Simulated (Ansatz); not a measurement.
Crystal: In.

```xyz
1
Lattice="-1.8825 1.8825 1.8825 1.8825 -1.8825 1.8825 1.8825 1.8825 -1.8825" Properties=species:S:1:pos:R:3 pbc="T T T"
In    0.0000    0.0000    0.0000
```

This isn't the form of In at room conditions, which is tetragonal.

Base run:

* Program: Ansatz 0.2.0
* Functional: BLYP
* Potentials or basis: Ansatz PAW
* Cutoff: 420 eV (not typed: the program's choice for these potentials)
* k mesh: 10 × 10 × 10
* Occupations: fermi-dirac, width 0.05 eV
* Spin: no spin polarisation

Its results: band gap on the k mesh none (metal or under the smearing width); pressure 5.6 GPa.

Problem. The run is repeated on the same cell with these changes: functional from BLYP to r2SCAN; cutoff from 420 eV (not typed: the program's choice for these potentials) to 500 eV (not typed: the program's choice for these potentials). What comes out?

Solution. Band gap on the k mesh none (metal or under the smearing width); pressure -0.2 GPa.

Caveats: spin-orbit coupling is left out, which moves the levels of the heavy elements; the PAW data sets come from PBE, with cores solved anew for the run's functional, which leaves a small shift of forces and pressure.
